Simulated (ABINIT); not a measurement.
Runs of ABINIT 10.8.3 (patched build) on HfO2. It takes space group Pca2_1 (No. 29, orthorhombic). The conventional cell has a = 5.219 Å, b = 5.005 Å, c = 5.033 Å, α = 90.00°, β = 90.00°, γ = 90.00°. Hf (site symmetry 1) has 7 O at 2.02 to 2.23 Å as nearest neighbours. O (site symmetry 1) is surrounded by 3 Hf at 2.02 to 2.13 Å. Around O (site symmetry 1) lie 4 Hf at 2.11 to 2.23 Å. Measurements of this composition are mostly on another form, of space group No. 14.

```tsv
task	level	potentials or basis	k mesh	mesh quality	gap on the mesh (eV)	pressure (GPa)	largest force (eV/Å)
single point	LDA	JTH PAW LDA v2.0	2 × 2 × 2	coarse	4.35	-8.3	(c)
band structure	PBEsol	JTH PAW PBE v2.0	3 × 4 × 3	not flagged	(b)	-0.9	0.09
single point	PBE	JTH PAW PBE v2.0	2 × 2 × 2	coarse	(a)	6.7	0.08
single point	PBE	JTH PAW PBE v2.0	5 × 6 × 5	not flagged	4.45	6.7	0.09
```

Alike in all rows: no spin polarisation; cell as given; cutoff (eV) 626; smearing fermi-dirac 0.05 eV.

Task: Fill in the values left out.

Result: (a) 4.53; (b) 4.34; (c) 0.11.

Caveats: some runs use coarse meshes; spin-orbit coupling is left out, which moves the levels of the heavy elements; the PAW data sets were made with another functional, which shifts forces and pressure a little (some runs); an odd mesh through Γ misses points on the zone boundary, where band edges often lie (some runs).

A k mesh can miss the band edges, and the runs leave out spin-orbit coupling on Hf.

Not every run made on this cell is shown here.
